**Q:** I have the band levels of polar BaTiO3 from an all-electron calculation with the semilocal WC functional and no spin-orbit coupling. What puzzles me is "level over 1". It hardly moves between points 1 and 2, yet climbs steeply from point 1 to point 7. Why should one conduction band behave so differently?

Band levels of tetragonal BaTiO3 (P4mm, 5-atom cell, fixed geometry) from FLEUR MaX-R8.1 (later development tree), all-electron FLAPW with the WC functional, without spin polarisation or spin-orbit coupling. The rows are selected points of a 7×7×7 k mesh, with Fermi-Dirac smearing of 0.05 eV, and energies are counted from the valence top.

| point a (reciprocal cell vector) | point b (reciprocal cell vector) | point c (reciprocal cell vector) | level point (row) | level under 4 (eV) | level under 3 (eV) | level under 2 (eV) | level under 1 (eV) | level over 1 (eV) | level over 2 (eV) |
| --- | --- | --- | --- | --- | --- | --- | --- | --- | --- |
| 0.0000 | 0.0000 | 0.0000 | 1 | -1.075 | -0.169 | -0.158 | -0.158 | 1.881 | 2.096 |
| 0.0000 | 0.0000 | 0.4286 | 2 | -1.804 | -1.781 | -0.558 | -0.558 | 2.008 | 3.609 |
| 0.0000 | 0.2857 | 0.1429 | 3 | -1.373 | -1.076 | -0.769 | -0.558 | 2.482 | 3.037 |
| 0.1429 | 0.1429 | 0.0000 | 4 | -1.076 | -1.051 | -0.341 | -0.335 | 2.306 | 2.435 |
| 0.1429 | 0.1429 | 0.1429 | 5 | -1.283 | -0.918 | -0.471 | -0.441 | 2.510 | 2.627 |
| 0.2857 | 0.2857 | 0.0000 | 6 | -1.618 | -0.971 | -0.951 | -0.317 | 2.964 | 3.144 |
| 0.4286 | 0.4286 | 0.0000 | 7 | -1.590 | -0.971 | -0.860 | -0.010 | 3.575 | 3.613 |

**A:** Each row is a wave vector with coordinates $a$, $b$, $c$ (point a, b, c) in fractions of the reciprocal cell vectors, $c$ lying along the polar axis. Point 1 is the zone centre Γ, point 2 lies towards Z, and points 4, 6 and 7 run along the diagonal towards M. "Level over 1, 2" are the two lowest empty levels and "level under 1 to 4" the four highest filled ones, all counted from the valence top. The columns are sorted by energy, so a column can change from one band to another between rows, and your "one band" is the assumption to test.

**Q:** A single valley, with energy growing as the square of the distance from Γ, would be the simplest reading.

**A:** The numbers exclude it. Points 2 and 6 are almost equally far from Γ, but the lowest empty level has risen by 0.127 eV at the first and 1.083 eV at the second. A parabola in $|k|^2$ fitted to all seven rows misses point 2 by 0.72 eV. Distance alone does not set the energy; the direction matters too.

**Q:** What makes the direction matter so much in a nearly cubic cell?

**A:** The orbital shape, and this part is standard theory for perovskites; energies alone carry no orbital labels. The lowest empty states are the Ti $d_{xy}$, $d_{xz}$ and $d_{yz}$ orbitals, pushed up away from Γ by π overlap with O 2p. An electron in $d_{xy}$ moves from one Ti to the next through the oxygen between them, and it finds an oxygen p orbital of matching symmetry along $x$ and $y$ but none along $z$. Each of the three orbitals therefore forms a band that is wide within its own plane and almost flat across it. The Ti–O mixing itself is visible in the same calculation, which puts more than one d electron, tails of oxygen orbitals included, into the sphere of a formally $d^0$ Ti ion.

The model follows in three steps. The two oxygens on either side of Ti along $x$ couple to $d_{xy}$ with opposite signs, $+t$ and $-t$, so the Bloch sum is $V = 2it\sin\pi a$ and vanishes at Γ. With the O 2p level a distance $\Delta$ below, second-order repulsion lifts the d level by $|V|^2/\Delta = L\sin^2\pi a$, where $L = 4t^2/\Delta$. The climbs in the table are not small beside the gap, so this formula for $L$ is rough and its value is taken from the levels. Adding the second in-plane direction, a weak slope $H$ across the plane and an offset $\delta$ for the orbitals that contain $z$ gives

$$E_{xy} = E_0 + L_{xy}(\sin^2\pi a + \sin^2\pi b) + H\sin^2\pi c$$

$$E_{xz} = E_0 + \delta + L_a\sin^2\pi a + L_c\sin^2\pi c + H\sin^2\pi b$$

and $E_{yz}$ with $a$ and $b$ exchanged.

**Q:** Then point 2 has the flat direction of $d_{xy}$ and the steep direction of the other two?

**A:** Yes, and that accounts for the largest spacing between the two empty levels, 1.601 eV. With $a=b=0$, dividing each rise from Γ by $\sin^2\pi c$ gives the slopes directly: 0.134 eV for the lower level and 1.592 eV for the upper. The first is $H$ and the second $L_c$, a factor of about twelve apart. The two rises are read from the table, while their sine form and the names $xy$ and $xz/yz$ are the argued step.

**Q:** Can those two slopes predict a row that has not been used?

**A:** Take point 3, with $a=0$, $b=2/7$ and $c=1/7$. The lowest orbital should be the one that sees the large coordinate only through its weak slope, which is $d_{xz}$ and no longer $d_{xy}$. Start from the second level at Γ, which is $E_0+\delta$, and assume that $d_{xz}$ has the same weak slope as $d_{xy}$:

$$E_{xz} = 2.096 + 1.592\sin^2(\pi/7) + 0.134\sin^2(2\pi/7) = 2.096 + 0.300 + 0.082 = 2.478\ \text{eV}$$

The table has 2.482 eV. Only points 1 and 2 went into this estimate, though point 3 does enter the full fit later. Mixing with $d_{xy}$, left out so far, would lower the estimate by about 0.01 eV and widen the miss to between 0.01 and 0.02 eV, which is the fair measure of the agreement.

**Q:** So the lowest level changes character away from the axis. What does that mean for point 7?

**A:** On the diagonal $a=b$, $d_{xy}$ climbs twice, once per direction, while $d_{xz}$ and $d_{yz}$ each climb once and stay level with one another. In the model $d_{xy}$ has already passed them at point 4, so the two printed levels at points 4, 6 and 7 are the $xz/yz$ pair. This rests on a fitted $L_{xy}$ of 1.823 eV, set by points 3 and 5. It is well above the 1.430 eV found for $L_a$, although both run through the same in-plane bonds, a difference the model absorbs without explaining. The 1.694 eV rise you noticed then joins $d_{xy}$ at Γ to a different band. A rough check needs no fit. If the steep slopes were equal in all directions, the pair at point 7 would lie above the upper level at point 2 by one weak climb, 0.127 eV. The values are 3.594 eV for the mean against 3.609 eV, so the estimate is about 0.14 eV too high, which suggests that this pair has a smaller steep slope in the plane than along the polar axis, or that climbs in two directions do not simply add. A smaller in-plane slope is expected in the polar cell: the part of $\delta$ that comes from in-plane oxygens lying off the Ti plane should fade as $\cos^2\pi a$, which acts as a cut in $L_a$.

**Q:** The spacing along that diagonal looks erratic: 0.129, 0.180, then 0.038 eV.

**A:** It follows a second sine law. An electron can also pass from $d_{xz}$ to $d_{yz}$ on the diagonally neighbouring Ti, and the four such neighbours sum to a coupling $M\sin 2\pi a\,\sin 2\pi b$. The pair is split by $2|M|\sin^2 2\pi a$, which vanishes at Γ and at M and peaks midway, closest to point 6. Dividing the three spacings by $\sin^2 2\pi a$ gives 0.211, 0.189 and 0.202 eV, a spread of 11 % of their mean. The spacing at point 7 is near the size of Ti 3d spin-orbit splitting, roughly a few hundredths of an eV as recalled, so it would not carry over unchanged to the real crystal.

**Q:** How well does the whole model do, and where does it fail?

**A:** The 3×3 matrix was fitted to the two empty levels of all seven rows, and the printed output follows this text. One common slope leaves an rms deviation from the table of 0.066 eV, and adding $H$, $M$ and three separate slopes brings it to 0.013 eV. That last step uses seven parameters for fourteen levels, so it is a mild test, and the slopes trade against each other and against $E_0$. The remaining error is still far above the rounding of the table, with point 5, where all three orbitals lie close and mix, the worst.

A plainer failure is point 4. The rise of the pair mean divided by $\sin^2\pi a$ should be constant, but it is 1.458 eV there against 1.567 and 1.576 eV further out. The polar cell does allow $d_{xy}$, which the model places only slightly above the pair at this point, to press a member of the pair down. The model has no such term at $c=0$, so the absence of mixing on the diagonal is built in. By the diagonal mirror plane, however, this push can act on one member only and would upset the spacing, which still keeps close to its sine law. It is therefore unlikely to be the main cause. Hops to more distant neighbours, also left out, remain an untested possibility, and orbital projections would test the labels.

**Q:** Where does the offset $\delta$ of 0.215 eV come from, and what would a cubic crystal show?

**A:** In a cubic perovskite symmetry makes the three levels equal at Γ, so any offset comes from the lowered symmetry. Here Ti sits off centre, with axial Ti–O distances of 1.892 and 2.126 Å. The couplings of $d_{xz}$ and $d_{yz}$ to the two axial oxygens no longer cancel at Γ, so these orbitals are pushed up while $d_{xy}$ is left lowest. A crude bond-length scaling of these couplings gives less than half of $\delta$. The in-plane oxygens, no longer level with Ti, should also couple to $d_{xz}$ and $d_{yz}$ at Γ and add to the offset, by an amount expected to rival the axial one because σ overlap takes part, but that share was not computed. How much is due to off-centring and how much to the slight stretch of the cell is untested without a matched centred cell. The geometry was given, not relaxed, and $\delta$ should grow with the distortion.

In the cubic phase the three flat directions would be equivalent, and the bottom of the band would conduct alike along all axes. In the polar cell the lowest electrons are $d_{xy}$ alone, since $\delta$ is well above room-temperature thermal energy. The model gives them a mass of about 0.5 electron masses in the plane and about 6 along the polar axis, or about 7 with the weak slope read directly from point 2. These are rough values from a coarse mesh and a static lattice, but they point to easier electron motion across the polarisation than along it.

**Q:** The filled side looks different. The top level drops from Γ to point 4, barely moves to point 6 and is highest at point 7.

**A:** These are O 2p states, and two tendencies compete, as theory argues. The states at the top at Γ have no Ti d partner there in the cubic limit; away from Γ the same repulsion that lifts the d bands can push them down. The top level is 0.177 eV lower at point 4, but coupling between the oxygens also bends these bands, and the two shares were not separated. A second pattern, with the oxygen orbitals circulating around Ti like a rotation of the octahedron, has no Ti d partner at M, little on the way there, and becomes O–O antibonding towards M, so it rises. It plausibly supplies the last step of 0.307 eV. The equal pairs at points 1 and 2 are the doublets required on the fourfold axis without spin-orbit coupling, which would split them and reshape the 0.011 eV between doublet and singlet at Γ.

A single rising band does not describe the diagonal, though. A $\sin^2\pi a$ line through points 6 and 7 passes point 4 at −0.70 eV, and the nearest level there is 0.35 eV away. That bands mix and repel in between is a guess, and symmetry limits it: the rotation pattern is odd under the diagonal mirror, so it can repel only the odd member of the doublet coming from Γ and must cross the even one. Carried the other way, the line reaches about +0.03 eV at M, a crude two-point extrapolation.

**Q:** What does that do to the gap?

**A:** The conduction minimum on the mesh is at Γ, while the filled level there lies 0.158 eV under the valence top, which falls at a mesh point that is not printed in the table. The 1.881 eV gap is therefore indirect, and the smallest direct gap on the mesh, 2.04 eV, is at Γ. A mesh of sevenths never touches the zone boundary, towards which the top level is still rising at point 7, so the gap of this functional may be slightly smaller. The measured gap, roughly 3 eV as recalled, is much larger, which is the usual underestimate of semilocal functionals and too big to come from mesh or spin-orbit effects. A method that opened the gap could change $t$ as well as $\Delta$, so $L = 4t^2/\Delta$ does not say which way the slopes would move. The flat and steep directions, fixed by orbital symmetry, would remain.

Numerical output:

```
rounding of table levels: 0.0005 eV; slopes multiply sin^2(pi k)
fits to 14 empty levels; parameters E0, delta, Lxy, La, Lc, H, M in eV
flat 2D bands, 3 par: 1.963 0.117 1.605 1.605 1.605 0.000 0.000 | rms 0.066 max 0.100 eV
add H and M, 5 par: 1.963 0.119 1.587 1.587 1.587 0.034 0.101 | rms 0.044 max 0.092 eV
3 slopes, start M<0, 7 par: 1.863 0.213 1.828 1.434 1.607 0.160 -0.092 | rms 0.019 max 0.057 eV
3 slopes, start M>0, 7 par: 1.865 0.219 1.823 1.430 1.606 0.156 0.104 | rms 0.013 max 0.032 eV
point, |k| 1/A, rise of over 1, spacing, best 7-par model-table (1, 2) eV, xy weight (1, 2), parabola-table eV
1 0.000 0.000 0.215 -0.016 -0.011 1.00 0.00 +0.156
2 0.670 0.127 1.601 +0.005 +0.002 1.00 0.00 +0.718
3 0.501 0.601 0.555 -0.011 -0.017 0.02 0.98 -0.060
4 0.317 0.425 0.129 +0.014 +0.012 0.00 0.00 -0.114
5 0.388 0.629 0.117 +0.032 -0.005 0.84 0.00 -0.242
6 0.635 1.083 0.180 -0.009 +0.008 0.00 0.00 -0.309
7 0.952 1.694 0.038 -0.003 -0.002 0.00 0.00 -0.149
worst model level: point 5, over 1, +0.032 eV
rms on over 1: model 0.016, parabola 0.323 eV (2 par, worst point 2)
points 4, 6, 7 splitting/sin^2(2 pi a), eV: 0.211 0.189 0.202 spread 11 %
points 4, 6, 7 (pair mean - over 2 at point 1)/sin^2(pi a), eV: 1.458 1.567 1.576
point 2 rise/sin^2(pi c): over 1 0.134, over 2 1.592 eV
pair mean at point 7 3.594, over 2 at point 2 3.609 eV; model xy diagonal at 7 5.33 eV
rise of over 1, point 7 / point 2: 13.3
rough model masses of xy band: in-plane 0.5, along c 6 m_e
axial Ti-O 1.892 and 2.126 A, c/a 1.0045, Ti off equatorial O plane about 0.11 A
delta from unequal axial bonds alone, order only: 0.1 eV; table 0.215 eV
direct gaps, points 1-7, eV: 2.039 2.566 3.040 2.641 2.951 3.281 3.585
direct gap at point 1 minus gap on mesh: 0.158 eV; highest printed filled level -0.010 eV at point 7
point 1: doublet-singlet 0.011, next level 0.906 eV lower; point 2: doublet falls 0.400, third level 1.612 eV
steps of under 1 along points 1-4-6-7, eV: -0.177 +0.018 +0.307
sin^2 line through 6, 7: slope 0.91, at M +0.03, at point 1 -0.87 eV
line at point 4 -0.70 eV; nearest printed level is 0.35 eV away
```
